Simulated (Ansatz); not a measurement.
Consider AlSb in the zinc blende structure (space group F-43m, No. 216).

```yaml
crystal:
  lattice:
    - [0.00000, 3.11275, 3.11275]
    - [3.11275, 0.00000, 3.11275]
    - [3.11275, 3.11275, 0.00000]
  atoms:
    - { symbol: Sb, position: [0.75000, 0.75000, 0.75000] }
    - { symbol: Al, position: [0.00000, 0.00000, 0.00000] }
```

Calculations: PBE/PAW in Ansatz (a first-principles code), spin-orbit coupling left out.

One change was made to it. Results:

```json
[
 {"quantity": "lattice parameter a", "base": "11.765 bohr", "after": "11.740 bohr"},
 {"quantity": "band gap", "base": "1.24 eV", "after": "1.25 eV"}
]
```

**Question.** What was done to the base?
A. pressure 1.5 GPa
B. pressure −2 GPa
C. pressure 0.7 GPa
D. pressure 0.3 GPa
E. pressure −1 GPa

**Answer.** D, pressure 0.3 GPa. For comparison, the lattice parameter a in the other runs: pressure 0.7 GPa gives 11.710 bohr; pressure −1 GPa gives 11.849 bohr; pressure 1.5 GPa gives 11.653 bohr; pressure −2 GPa gives 11.942 bohr.

With Sb present, leaving out spin-orbit coupling can change the band edges. Load acts through the strain it causes; cell and atoms are relaxed under it. Stability against distortions was not tested.
